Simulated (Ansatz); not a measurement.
**Contact densities of MgI$_{2}$ against volume**

```
Mg I
1.0
     4.15370    0.00000    0.00000
    -2.07685    3.59721    0.00000
     0.00000    0.00000    6.86200
Mg I
1 2
Direct
  0.00000 0.00000 0.00000
  0.33333 0.66667 0.75763
  0.66667 0.33333 0.24237
```

Atom numbers follow the list: Mg1, I2, I3.

Structure: COD 2013551, as refined from experiment and not relaxed.

No spin–orbit coupling, which matters for the heavy atoms here.

These are results of DFT, PBEsol, all-electron PAW with datasets made for the crystal, scalar-relativistic in Ansatz 0.2.0, not measurements.

Settings: a Γ-centred 7×7×4 k mesh, Fermi–Dirac smearing of 0.03 eV, cutoff 260 eV (chosen by the program for this cell), no spin polarisation.

The contact density is the mean electron density over the nuclear volume; its changes set Mössbauer isomer shifts. Changes below are taken from the unscaled cell, where it is 7766.74 e/Å³ at Mg1, 1.60147e+06 e/Å³ at I2.

```json
{"V/V(cell)": "0.9400", "P (GPa)": "1.9", "Δρ(0) Mg1 (e/Å³)": "0.16", "Δρ(0) I2 (e/Å³)": "?", "Vzz I2 (10²¹ V/m²)": "-5.05"}
{"V/V(cell)": "0.9800", "P (GPa)": "0.4", "Δρ(0) Mg1 (e/Å³)": "?", "Δρ(0) I2 (e/Å³)": "-0.36", "Vzz I2 (10²¹ V/m²)": "-5.06"}
{"V/V(cell)": "1.0000", "P (GPa)": "-0.2", "Δρ(0) Mg1 (e/Å³)": "0.00", "Δρ(0) I2 (e/Å³)": "0.00", "Vzz I2 (10²¹ V/m²)": "-5.05"}
{"V/V(cell)": "1.0100", "P (GPa)": "-0.5", "Δρ(0) Mg1 (e/Å³)": "-0.02", "Δρ(0) I2 (e/Å³)": "?", "Vzz I2 (10²¹ V/m²)": "-5.05"}
{"V/V(cell)": "1.0400", "P (GPa)": "-1.3", "Δρ(0) Mg1 (e/Å³)": "-0.08", "Δρ(0) I2 (e/Å³)": "0.70", "Vzz I2 (10²¹ V/m²)": "-5.02"}
```

Q: Give the missing entry: row "0.9400", column "Δρ(0) I2 (e/Å³)".

A: -0.97.

Q: What belongs in the row "0.9800", column "Δρ(0) Mg1 (e/Å³)"?

A: 0.05.

Q: Fill in "Δρ(0) I2 (e/Å³)" for the row "1.0100".

A: 0.18.

The datasets are made afresh for each cell, so very small changes are uncertain. Scalar relativity leaves out the p1/2 density at heavy nuclei.
